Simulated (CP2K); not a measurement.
Runs of CP2K 2026.2 on Pb. The structure is hexagonal, space group P6_3/mmc (No. 194). Conventional cell: a = 3.480 Å, b = 3.480 Å, c = 5.590 Å, α = 90.00°, β = 90.00°, γ = 120.00°. Around Pb (site symmetry -6m2) lie 12 Pb at 3.44 to 3.48 Å. This isn't the form of Pb at room conditions, which is fcc.

```csv
potentials or basis,potentials,gap on the mesh (eV),pressure (GPa)
GTH_POTENTIALS Pb GTH-PBE-q4; DZVP-MOLOPT-SR-GTH basis,Pb GTH-PBE-q4 of GTH_POTENTIALS,none,4.4
POTENTIAL_UZH Pb GTH-PBE0-q4; DZVP-MOLOPT-SR-GTH basis,Pb GTH-PBE0-q4 of POTENTIAL_UZH,none,(a)
GTH_POTENTIALS Pb GTH-PADE-q4; DZVP-MOLOPT-SR-GTH basis,Pb GTH-PADE-q4 of GTH_POTENTIALS,none,-0.8
POTENTIAL_UZH Pb GTH-SCAN-q4; DZVP-MOLOPT-SR-GTH basis,Pb GTH-SCAN-q4 of POTENTIAL_UZH,none,1.3
GTH_POTENTIALS Pb GTH-BLYP-q4; DZVP-MOLOPT-SR-GTH basis,Pb GTH-BLYP-q4 of GTH_POTENTIALS,none,(b)
```

Alike in all rows: task single point; level PBE; no spin polarisation; cell as given; k mesh 9 × 9 × 5; smearing fermi-dirac 0.05 eV.

Estimate the missing entries.

(a) 5.3; (b) 2.4.

Caveats: the basis of atomic orbitals isn't converged, which shifts pressures, moduli and gaps; the potentials were made for another functional, which shifts forces and pressure (some runs).

A k mesh can miss the band edges, and the runs leave out spin-orbit coupling on Pb.

A gap of «none» marks a metal or a gap under the smearing width.
